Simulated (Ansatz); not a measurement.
A relaxed cell of SiGe3 is given with its symmetry left out. The cell was found from a structure generator's guess, not taken from experiment.

These are results of DFT PBE, scalar-relativistic, plane waves, PAW in Ansatz 0.2.0, not measurements. Cutoff 420 eV, Γ-centred mesh, Gaussian smearing, no spin polarisation.

```
Si Ge
1.0
     2.92532    0.00000    0.00000
     0.00000    2.92532    0.00000
     0.00000    0.00000    8.61698
Si Ge
1 3
Direct
  0.50000 0.50000 0.00000
  0.00000 0.00000 0.76665
  0.50000 0.50000 0.50000
  0.00000 0.00000 0.23335
```

Energies over the elements count from the elements' standard structures at the same level, with no fitted energy shifts.

Q: What space group does it have?

A: P4/mmm (No. 123), with Si and Ge ordered on fcc sites. Conventional cell: a = 2.925 Å, c = 8.617 Å. Around Si lie 8 Ge at 2.88 Å and 4 Si at 2.93 Å; Ge on a site of symmetry 4mm has 4 Si at 2.88 Å and 8 Ge at 2.93–3.09 Å; Ge on a site of symmetry 4/mmm has 12 Ge at 2.93–3.09 Å.

Q: What is its formation energy per atom?

A: +0.42 eV/atom. It can't be a ground state, since the elements alone are lower.

Q: Is it a metal?

A: Yes, bands cross the Fermi level on the 16×16×6 mesh.

The last run used a 16×16×6 mesh (in the run's order of axes) for its 4-atom cell and Gaussian smearing of 0.10 eV. Symmetry constrained the relaxation, so the result can be a saddle point. Another cell of SiGe3 relaxed alike, in P6/mmm, lies 123 meV/atom lower, so this cell isn't the stable form at this level.
